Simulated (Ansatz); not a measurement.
# Si: the cost of one run

Method: DFT PBE, scalar-relativistic, plane waves, PAW, in Ansatz 0.2.0.

4 further runs of the same task are left out: 4 set aside as unsound or not needed. Runs told in other sessions of the task aren't counted.

## Step 1: Starting point

The cell holds 54 atoms (CSi53): a = 11.604 Å, b = 11.604 Å, c = 11.604 Å, α = 60.00°, β = 60.00°, γ = 60.00°.

The coordinates of this cell stand in the input of its own run.

The host was relaxed before at PBE: a = 5.470 Å, b = 5.470 Å, c = 5.470 Å, α = 90.00°, β = 90.00°, γ = 90.00° (conventional cell), 20.459 Å³/atom.

Places, in fractions of the supercell: C in place of Si at (0.583, 0.250, 0.583). The start keeps the symmetry of the ideal site.

## Step 2: Band edges of the host over the zone

Contents of input.yaml:

```yaml
crystal:
  lattice:
    - [0.0, 2.7350468297, 2.7350468297]
    - [2.7350468297, 0.0, 2.7350468297]
    - [2.7350468297, 2.7350468297, 0.0]
  atoms:
    - { symbol: Si, position: [0.25, 0.25, 0.25] }
    - { symbol: Si, position: [0.0, 0.0, 0.0] }
basis:
  ecutwfc: 420
  xc_grid: 2
kpoints:
  mp_grid: { grid: [8, 8, 8] }
  band_path: { path: [VBM, CBM], npoints: 2 }
hamiltonian:
  xc: pbe
scf:
  occupations: { method: gaussian, width: 0.02 }
output:
  forces: true
  stress: true
  eigenvalues: true
```

Run with:

```sh
> ansatz run input.yaml --threads 8 --pin off --max-ram 16384MiB --backend cpu --events-out ev --progress --plain --runs-dir out
```

Q: Estimate wall time and peak memory on 8 threads of AMD EPYC (Zen 3), shared host.

About 3.1 s, with a peak of 0.32 GiB.
